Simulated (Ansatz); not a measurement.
Space group Fm-3m (No. 225). a = 4.709 Å, b = 4.709 Å, c = 4.709 Å, α = 90.00°, β = 90.00°, γ = 90.00°
```csv
atom,site,symmetry,x,y,z
Zr,4b,m-3m,0.5000,0.0000,0.0000
C,4a,m-3m,0.0000,0.0000,0.0000
```

Equation of state of this ZrC structure (not necessarily the ground state), with shape and atoms relaxed at each volume where symmetry leaves them free. It has no gap at any of these volumes. Level of theory: DFT PBE, scalar-relativistic, plane waves, PAW in Ansatz.

Settings: cutoff 420 eV, Γ-centred mesh 16×16×16 on the computed 2-atom cell, Gaussian smearing of 0.10 eV; no spin polarisation.

```tsv
V (Å³/atom)	E − E(largest V) (meV/atom)	P (GPa)
11.485	83.65	36.70
11.876	8.28	25.31
12.268	-41.28	15.54
12.659	-68.72	7.17
13.051	-77.17	-0.03
13.442	-69.35	-6.20
13.834	-47.52	-11.51
14.356	0.00	-17.44
```

Task: Fit a third-order Birch–Murnaghan equation to E(V).

Result: V0 = 13.05 Å³/atom, B0 = 222 GPa, B0' = 4.1.